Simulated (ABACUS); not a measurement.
# V under changes of volume

One of the cells (13.891 Å³/atom); the others are scaled copies at fixed shape and fractional positions:

```
CELL_PARAMETERS angstrom
-1.51435 1.51435 1.51435
1.51435 -1.51435 1.51435
1.51435 1.51435 -1.51435
ATOMIC_POSITIONS crystal
V 0.00000 0.00000 0.00000
```

* Program: ABACUS 3.10.1
* Functional: PBE
* Potentials or basis: PseudoDojo NC SR 0.4.1 PBE standard
* Cutoff: 1361 eV
* Density cutoff: 5442 eV
* Basis: DZP LCAO (the cutoffs set its grid)
* k mesh: 12 × 12 × 12
* Occupations: fermi-dirac, width 0.05 eV
* Spin: collinear spin, ferromagnetic start
* Starting moments: [2.0] μB

| volume (Å³/atom) | energy over the lowest point (meV/atom) | pressure (GPa) |
| --- | --- | --- |
| 13.058 | 10.33 | 7.1 |
| 13.336 | 1.82 | 2.9 |
| 13.613 | 0.00 | -0.9 |
| 13.891 | 4.68 | -4.4 |
| 14.169 | 15.07 | -7.5 |
| 14.447 | 30.83 | -10.3 |
| 14.725 | ? | ? |

What does the run at 14.725 Å³/atom give?

Energy over the lowest point 51.26 meV/atom; pressure -12.9 GPa.

Worked out: A Birch-Murnaghan fit of order 3 (a polynomial in V^(-2/3)) to the other rows has its minimum at 13.55 Å³/atom with B0 = V·E''(V) = 181 GPa and B' = 3.0. It gives 51.54 meV/atom at 14.725 Å³/atom, against the run's 51.26, and -dE/dV = -13.3 GPa, against -12.9.

Energies are extrapolated to zero smearing.

Caveats: the atomic orbitals were generated for these runs and aren't a published set; the basis of atomic orbitals isn't converged, which shifts pressures, moduli and gaps.
